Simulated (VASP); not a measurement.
The cell holds one Sb2Te3 (tetradymite) bilayer, with vacuum along c. Ionisation potential and electron affinity count from the cell's own band edges, surface states included.

Consider the following.

```xyz
10
Lattice="4.3271 0.0000 0.0000 -2.1636 3.7474 0.0000 0.0000 0.0000 34.8262" Properties=species:S:1:pos:R:3 pbc="T T T"
Sb     0.0000     2.4983    10.1306
Sb     0.0000     0.0000    14.1199
Sb     0.0000     0.0000    20.7063
Sb     2.1636     1.2491    24.6956
Te     0.0000     0.0000     8.4382
Te     2.1636     1.2491    12.1257
Te     2.1636     1.2491    18.9948
Te     0.0000     2.4983    15.8314
Te     0.0000     2.4983    22.7006
Te     0.0000     0.0000    26.3880
```

The numbers are results of PBE GGA, VASP's PBE PAW potentials (set 64) (plane waves; VASP), not measurements. Run with 400 eV cut-off, 12×12×1 Γ-centred mesh, Gaussian smearing of 0.050 eV, potentials Sb Te.

Unless said otherwise, spin-orbit coupling is left out, though it shifts the bands of the heavy elements here.

Problem. Predict its energy to cut it from the bulk, per area, ionisation potential, electron affinity, band gap (on the k-mesh).

Solution. 
```yaml
energy_to_cut_it_from_the_bulk_per_area: 2.7 meV/Å²
ionisation_potential: 4.96 eV
electron_affinity: 4.45 eV
band gap (on the k-mesh): 0.51 eV
```

The cell is a sheet with vacuum, built from Sb2Te3 (tetradymite).
